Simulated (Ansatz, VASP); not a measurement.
**La2O3 in VASP and in Ansatz**

```
La O
1.0
     6.26678    0.00000    0.00000
    -3.13339    5.42719    0.00000
     0.00000    0.00000    3.29977
La O
2 3
Direct
  0.33333 0.66667 0.50000
  0.66667 0.33333 0.50000
  0.49199 0.49199 0.00000
  0.00000 0.50801 0.00000
  0.50801 0.00000 0.00000
```

The cell comes from a database or a generator and needn't be the stable form of this composition.

Alike in both runs: task single point; functional LDA; k mesh 6 × 6 × 6; no spin polarisation.

|  | VASP | Ansatz |
| --- | --- | --- |
| version | VASP 6.6.1 | Ansatz 0.2.0 |
| potentials or method | VASP PAW LDA potentials, release 64 (La, O) | plane waves, PAW |
| plane-wave cutoff (eV) | 520 | 550 |
| occupations | gaussian, width 0.01 eV | fixed |
| valence electrons in the cell | 40 | 40 |

VASP gave:

* gap on the k mesh at the Fermi level (eV): 1.38

Question: Estimate Ansatz's values.

Answer: gap on the k mesh at the Fermi level (eV): 1.39.

Caveats: spin-orbit coupling is left out, which moves the levels of the heavy elements. Expect the measured gap to be larger: semilocal functionals such as LDA lack the derivative discontinuity. A k mesh can miss the band edges.
